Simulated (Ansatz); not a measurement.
# TiO2: response to uniaxial strain along c

An exercise on one series of results from a longer session: the logs are not shown, and one member is left open.

Computed with Ansatz 0.2.0 (DFT r2SCAN+U, scalar-relativistic, plane waves, PAW, unless a step's input says otherwise).

2 further runs of the same task are left out: 2 set aside as unsound or not needed.

## The structure to begin with

It takes space group P4_2/mnm (No. 136, tetragonal). The conventional cell has a = 4.597 Å, b = 4.597 Å, c = 2.993 Å, α = 90.00°, β = 90.00°, γ = 90.00°. Ti (site symmetry mmm) is surrounded by 6 O at 1.96 to 1.98 Å. O (site symmetry m2m) has 3 Ti at 1.96 to 1.98 Å as nearest neighbours.

Structure file:

```cif
data_structure
_symmetry_space_group_name_H-M 'P 1'
_symmetry_Int_Tables_number 1
_cell_length_a 4.5973
_cell_length_b 4.5973
_cell_length_c 2.9932
_cell_angle_alpha 90.000
_cell_angle_beta 90.000
_cell_angle_gamma 90.000
_cell_volume 63.26
loop_
_atom_site_label
_atom_site_type_symbol
_atom_site_fract_x
_atom_site_fract_y
_atom_site_fract_z
_atom_site_occupancy
Ti1 Ti 0.50000 0.50000 0.00000 1
Ti2 Ti 0.00000 0.00000 0.50000 1
O1 O 0.69483 0.69483 0.50000 1
O2 O 0.80517 0.19483 0.00000 1
O3 O 0.19483 0.80517 0.00000 1
O4 O 0.30517 0.30517 0.50000 1
```

It goes back to an entry of the Materials Project.

It is the result of an earlier relaxation at this level (volume 10.54 Å³/atom; gap on the mesh: 2.70 eV).

The unstrained cell comes from an earlier run at this level (6 atoms, E(σ→0) -7286.2063 eV, gap 2.70 eV over the zone).

The first run:

Input file input.yaml:

```yaml
crystal:
  lattice:
    - [4.6145752722, 0.0, 0.0]
    - [0.0, 4.6145752722, 0.0]
    - [0.0, 0.0, 2.948277893]
  atoms:
    - { symbol: Ti, position: [0.5, 0.5, 0.0] }
    - { symbol: Ti, position: [0.0, 0.0, 0.5] }
    - { symbol: O, position: [0.6948338994, 0.6948338994, 0.5] }
    - { symbol: O, position: [0.8051661006, 0.1948338994, 0.0] }
    - { symbol: O, position: [0.1948338994, 0.8051661006, 0.0] }
    - { symbol: O, position: [0.3051661006, 0.3051661006, 0.5] }
basis:
  ecutwfc: 500
kpoints:
  mp_grid: { grid: [6, 6, 8] }
hamiltonian:
  xc: r2scan
  hubbard: { sites: [{ species: Ti, l: d, u_eff: 4.0 }] }
scf:
  occupations: { method: gaussian, width: 0.02 }
output:
  forces: true
  stress: true
  eigenvalues: true
relax:
  adjacent_minimum: "off"
  f_tol: 0.008
  max_steps: 40
  cell: { stress_tol: 0.015, fix: [c, angles] }
```

Command:

```console
$ ansatz run input.yaml --threads 1 --pin off --max-ram 2560MiB --backend cpu --events-out ev --progress --plain --runs-dir out
```

Steps of the session up to this table: The cell strained by -1.5 %; Band edges over the zone at -1.5 %; At +1.5 %; Band edges over the zone at +1.5 %; Strain -3.0 %; The gap over the whole zone at -3.0 %; The cell strained by +3.0 %; Band edges over the zone at +3.0 %; At -4.5 %; Seeking the band edges at -4.5 %; Strain +4.5 %; The gap over the whole zone at +4.5 %.

One table of the session follows, with a row left open; its other results are not shown here.

It belongs to the step «Energy, stress and gap against strain». Lengths are those of the vectors of the cell that was run; stresses in GPa:

```
strain (%)  ΔE (meV/atom)  a (Å)  b (Å)  c (Å)
      -4.5           29.3  4.665  4.665  2.858
      -3.0           12.6  4.642  4.642  2.903
      -1.5            3.0  4.620  4.620  2.948
      +0.0            0.0  4.597  4.597  2.993
      +1.5            2.8  4.575  4.575  3.038
      +3.0              ?      ?      ?      ?
      +4.5           23.8  4.531  4.531  3.128
```

Q: Estimate the row for strain (%) = +3.0 from the others.

Worked estimate for «ΔE (meV/atom)». A straight line through the neighbours (1.5, 2.8) and (4.5, 23.8) gives 2.8 + (23.8 − 2.8) × (3.0 − 1.5) / (4.5 − 1.5) = 13.3; a parabola fitted to 3 rows on both sides gives 10.7.

As computed: ΔE (meV/atom): 10.9; a (Å): 4.553; b (Å): 4.553; c (Å): 3.083. In «ΔE (meV/atom)» the line misses by +2.4 and the parabola by -0.2.

ΔE is over the unstrained cell. Stress in GPa, positive in compression, on the Cartesian axes of the input.
